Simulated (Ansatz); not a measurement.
# CdF2 monolayer (1T): from the cell to its phonons, part 2 of 3

How does CdF2 monolayer (1T) vibrate, and is this structure a minimum?

Ansatz 0.2.0; DFT PBE, scalar-relativistic, plane waves, PAW.

So far. Step 4 (Relaxing to small forces for the phonons): The largest force component left is 0.014 meV/Å, within the tolerances set.

## 5. Modes at Γ

The zone centre comes first: it holds the modes that light can see, as far as symmetry allows. The response to a homogeneous field gives the Born charges and the dielectric tensor, and its change with displacement the Raman tensors.

Input file input.yaml:

```yaml
crystal:
  lattice:
    - [3.5531597788, 0.0, 0.0]
    - [-1.7765798894, 3.0771266321, 0.0]
    - [0.0, 0.0, 27.6]
  atoms:
    - { symbol: Cd, position: [0.0, 0.0, 0.3623188406] }
    - { symbol: F, position: [0.3333333333, 0.6666666667, 0.3983442834] }
    - { symbol: F, position: [0.6666666667, 0.3333333333, 0.3262933978] }
  periodic: [true, true, false]
kpoints:
  mp_grid: { grid: [12, 12, 1] }
hamiltonian:
  xc: pbe
scf:
  occupations: { method: fixed }
output:
  eigenvalues: true
phonons:
  method: dfpt
  dielectric: true
  raman: true
```

Run with:

```bash
> ansatz run input.yaml --threads 4 --pin off --max-ram 14336MiB --backend cpu --events-out ev --progress --plain --runs-dir out
```

Numbers of over 12 decimals in the logs are rounded to 6 here.

Log:

```text
Warning: phonons.dielectric: true without phonons.rigid_motions: the static dielectric tensor ε⁰ will be withheld (ε∞, Z* and the rows of modes are given); for a crystal or a slab, whose only rigid motions are the translations, set phonons.rigid_motions: translations
Warning: crystal.symmetry: narrowed to the stabiliser of the run's FFT grids — unitary ops 12 → 6. A phonons.method: dfpt run fills in the rows of the dynamical matrix that it does not solve by its symmetry operations, which is exact only for operations that map its FFT grids onto themselves: filled in by any other, the frequencies could depend on the order in which like atoms are typed, or, by more than the grids' own error, on where the crystal sits among the grids' points. Excluded: 6 operations. The run can therefore solve more perturbations, solve them on more k-points, or both, and cost more. [rest of the remark cut]
[...]
Crystal: 3 atoms, lattice volume = 301.765 Å³
Basis set: ecut = 420 eV, 5811 PW (Γ), exchange–correlation on 48×48×384 points (8 copies of the dense FFT grid, shifted against one another)
Bands: 21, of which v1, the nominal top of the filled ones, is band 17 counted from 1 (16 counted from 0)
Symmetry: 12 space group operations
k-points: 43 of 144 (irreducible under 2 space group operations, time reversal used)
[...]
SCF iter   1: F=—  HF=-9871.955708 eV  |F-HF|=—  |Δ(HF+E_count)|=         —  Δρ=5.32e-4  dr2=4.17e-3  ethr=1.77e-3  ⟨swp⟩=6.5  Hψ=4431  notcnv=0  defer=74
[...]
SCF iter   8: F=-9871.956282 eV  HF=-9871.956282 eV  |F-HF|=2.56e-10  |Δ(HF+E_count)|=   1.39e-9  Δρ=1.76e-7  dr2=3.67e-11  ethr=1.00e-12  ⟨swp⟩=20.4  Hψ=9436  notcnv=0
SCF 1 converged in 8 iterations: F = -9871.956282 eV  dr2 = 3.67e-11
[...]
DFPT response loops at Γ: preconditioner auto → none (the input reference at scf.mixing.eps_inf says where Resta's filter doesn't serve); β = 0.50; Broyden in place of MSR1
── the response to a field inside a basis, on 12×12×1 k-points: an SCF that follows is theirs, and a resumed run solves both again ──
Bands: 18, of which v1, the nominal top of the filled ones, is band 17 counted from 1 (16 counted from 0)
k-points: 42 of 144 (irreducible under 2 space group operations, time reversal used)
[...]
Eigensolver: Dense (42 Hₖ)
SCF iter   1: F=—  HF=-9871.949611 eV  |F-HF|=—  |Δ(HF+E_count)|=         —  Δρ=2.13e-4  dr2=2.50e-5  ethr=1.00e-1
[...]
SCF iter   6: F=-9871.949616 eV  HF=-9871.949616 eV  |F-HF|=3.64e-11  |Δ(HF+E_count)|=  1.26e-10  Δρ=1.50e-7  dr2=2.20e-11  ethr=8.51e-12
SCF 1 converged in 6 iterations: F = -9871.949616 eV  dr2 = 2.20e-11
[...]
SCF converged after 8 iterations
Free energy (F): -9871.956282 eV
[...]
Internal energy: -9871.956282 eV  (E = F + TS)
E sigma→0 (E₀):  -9871.956282 eV
Fermi energy:    -8.792111 eV
[...]
--- Band table (eV; the first three rows and the last of 43) ---
  k-point 0: bands = [... 13 lower, -9.9415, -9.5933, -8.7921, -8.7921, -4.9213, -1.5252 (-1.5252°), -0.0945, 0.2040]
  k-point 1: bands = [... 13 lower, -9.9133, -9.5643, -8.8848, -8.8078, -4.7270, -1.3908 (-1.3908°), 0.0085, 0.3186]
  k-point 2: bands = [... 13 lower, -9.9567, -9.4918, -9.1125, -8.8370, -4.1963, -1.0137 (-1.0137°), 0.3151, 0.6592]
  k-point 42: bands = [... 13 lower, -10.4721, -9.9052, -9.0947, -9.0108, -1.6048, 1.2541 (1.2541°), 1.6888, 2.8743]
  ° read free of the cell's end (the report's vacuum.weakly_bound_levels)
--- Phonons (Γ-DFPT): 6 representative perturbations + reference, on 43 of 144 k-points (Σ response iterations 25) ---
  ASR residual: 1.096e-4 → 0.000e0 eV/Å²; symmetrization residual: 4.729e-5 eV/Å²
  The last average, over the group as it would stand without the narrowing to the FFT grids, took up to 1.257e-6 eV/Å² of the zone centre's force constants
  ASR residual per site (eV/Å²): 2.24e-5 1.10e-4 1.04e-4
  Γ frequencies (cm⁻¹): 0.00 0.00 0.00 228.43 228.43 252.48 252.48 287.38 303.89
  ε∞ (high-frequency dielectric tensor):
        1.269409    -0.000000     0.000000
       -0.000000     1.269409    -0.000000
        0.000000    -0.000000     1.084858
  α∞ (the layer's polarisability for a field applied outside it; Å, Gaussian; ε∞ is over the cell's 27.600 Å):
        0.591713    -0.000000     0.000000
       -0.000000     0.591713    -0.000000
        0.000000    -0.000000     0.186378
  ε⁰ (static dielectric tensor): not given — the deck does not say what the cell's rigid motions are, and on a molecule in a box or a wire the rigid rotations would enter the sum over the modes at Γ. For a crystal or a slab, whose only rigid motions are the translations, set phonons.rigid_motions: translations.
  Born effective charges Z* (e; rows j = field, columns β = displacement):
    site 0:
         2.56840    0.00000   -0.00000
         0.00000    2.56840    0.00000
         0.00000   -0.00000    0.74619
    site 1:
        -1.28420    0.00000    0.00000
         0.00000   -1.28420   -0.00000
        -0.00000    0.00000   -0.37310
    site 2:
        -1.28420   -0.00000    0.00000
        -0.00000   -1.28420   -0.00000
         0.00000    0.00000   -0.37310
  Z* charge neutrality: 2.074e-5 e pre-enforcement
  k-mesh period / interband length: 27.6 Å / 0.69 Å = 39.89 at k = (0.0000, 0.0000, 0.0000), direct gap 3.871 eV — 14 or more, which is no proof of convergence; an axis of the mesh has one division: compare the results on two meshes, or along an axis of vacuum in a longer cell
  Raman tensors (in the event stream and the table raman_tensors.tsv): an entry may err by 8.8e-3 Å², one of the second-order susceptibility by 3.6e-21 pm/V (basis, points and sum rule); their sum over the sites missed zero by 4.441e-16 Å² ahead of its enforcement
  optical modes at Γ without the LO–TO term, one row a degenerate level:
      ω (cm⁻¹)  modes    IR ((D/Å)²/amu)  static Raman (Å⁴/amu)  depolarisation
        228.43      2             0.0000                 3.4497           0.750
        252.48      2            10.7184                 0.0000               —
        287.38      1             0.0000                 6.6147           0.050
        303.89      1             0.4524                 0.0000               —
```

It took 4.3 min on 4 threads of Arm Neoverse V1, shared host; peak memory 2 GiB; 16 min of CPU time.

Numbers from this step:

| Item | Value |
| --- | --- |
| sum-rule residual before enforcement | 1.10e-4 eV/Å² |
| miss of the charge sum rule | 2.07e-5 e |
| point group | -3m |
| highest optical mode at the zone centre (no LO-TO term) | 303.9 cm⁻¹ |
| lowest optical zone-centre mode | 228.4 cm⁻¹ |
| largest Born charge (third of the trace) | 1.961 e |

Without the LO-TO term. Patterns of degenerate modes are one choice out of their space. Modes at Γ, with each element's share of the kinetic energy:

```
mode  frequency (cm⁻¹)  symmetry  Cd %  F %
   1               0.0  acoustic    75   25
   2               0.0  acoustic    75   25
   3               0.0  acoustic    75   25
   4             228.4        Eg     0  100
   5             228.4        Eg     0  100
   6             252.5        Eu    25   75
   7             252.5        Eu    25   75
   8             287.4       A1g     0  100
   9             303.9       A2u    25   75
```

Displacements in mode 5 (228.4 cm⁻¹), the largest set to 1:
```
Cd1  0.00  0.00  0.00
F2   1.00  0.00  0.00
F3  -1.00  0.00  0.00
```

Displacements in mode 9 (303.9 cm⁻¹), the largest set to 1:
```
Cd1  0.00  0.00 -0.34
F2   0.00  0.00  1.00
F3   0.00  0.00  1.00
```

High-frequency dielectric tensor, averaged over the cell of height 27.6 Å or as lengthened by the program, vacuum included. Tensor:

```
       x      y      z
x  1.269      0      0
y      0  1.269      0
z      0      0  1.085
```

Born charge (rows field, columns displacement) (e), principal values of the symmetric part by kind of site:

```
atom  atoms with these values    low  middle   high   mean
 Cd1                        1   0.75    2.57   2.57   1.96
  F2                        2  -1.28   -1.28  -0.37  -0.98
```

In full for Cd1:

```
2.57 0.00 0.00
0.00 2.57 0.00
0.00 0.00 0.75
```

Transverse modes. Lines of the infrared spectrum (strongest = 100):

```
position (cm⁻¹)  label  relative intensity
            228     Eg                 0.0
            252     Eu                 100
            287    A1g                 0.0
            304    A2u                 4.2
```

Activity x (w_L - w)^4 (n + 1)/w, 532 nm, 300 K. Lines of the Raman spectrum (strongest = 100):

```
position (cm⁻¹)  label  relative intensity
            228     Eg                  75
            252     Eu                 0.0
            287    A1g                 100
            304    A2u                 0.0
```

Before it was imposed, the acoustic sum rule was missed by 1.1e-4 eV/Å² and the charge sum rule by 2.1e-5 e. Small misses are needed for a sound result but don't prove that mesh and cutoff are converged. The lowest optical mode is real, 228 cm⁻¹.

(Continued in part 3 of 3.)

[Logs are printed without paths, hosts, clocks, repeated set-up lines and the standing remarks that a program may print on its own settings, such as how far it seeks lower states.]

[Hosts, paths, dates, database ids (printed as entryN), source tags and the programs' standing remarks are cut or masked in the printed files.]
